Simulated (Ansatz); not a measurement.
Reaction (adduct formation): `[Br][Ag]` + `c1ccncc1` → `[Br][Ag-][n+]1ccccc1`

Computed with Ansatz on PBE0-D4/def2-TZVP structures; ΔE is electronic, products minus reactants. CBS: MP2 limit from def2 TZ/QZ plus the TZ coupled-cluster correction, frozen cores. Functionals use def2-TZVPP. Elements past krypton have def2 core potentials. For Ag, Br outer-core shells are correlated without core-valence functions, which leaves a few kJ/mol of doubt a bond. Scalar relativity is left out up to krypton. Each species was taken in one conformer, which may not be the lowest.

```json
{"level": "revPBE-D4", "ΔE (kJ/mol)": "-136.0"}
{"level": "RPA@PBE/def2-TZVPP", "ΔE (kJ/mol)": "-127.1"}
```

(1) What does CCSD(T)/CBS give? (Estimate.)

Largest T1 diagnostic among the species: 0.016.

Results:

(1) Ansatz gave: -141.9 kJ/mol. The listed levels differ from it by 5.9, 14.8 kJ/mol.

From PBE to PBE0 (25 % exact exchange), in def2-TZVPP and without D4, ΔE moves by +7.2 kJ/mol. In def2-TZVPP, CCSD(T) changes the Hartree–Fock value by −63.8 kJ/mol (the triples alone add −9.0 kJ/mol) and MP2 by −79.3 kJ/mol. The D4 term adds −17.3 kJ/mol with B3LYP and −9.8 kJ/mol with PBE0; it sums over pairs of atoms, weighted by their polarisabilities, and B3LYP, whose exchange is more repulsive, gets the larger term.

B3LYP here is the variant with VWN-RPA as its local correlation; programs differ in this.

CCSD(T)/CBS has its own doubt, a few kJ/mol and more with outer-core shells, so smaller differences from it don't rank the levels.
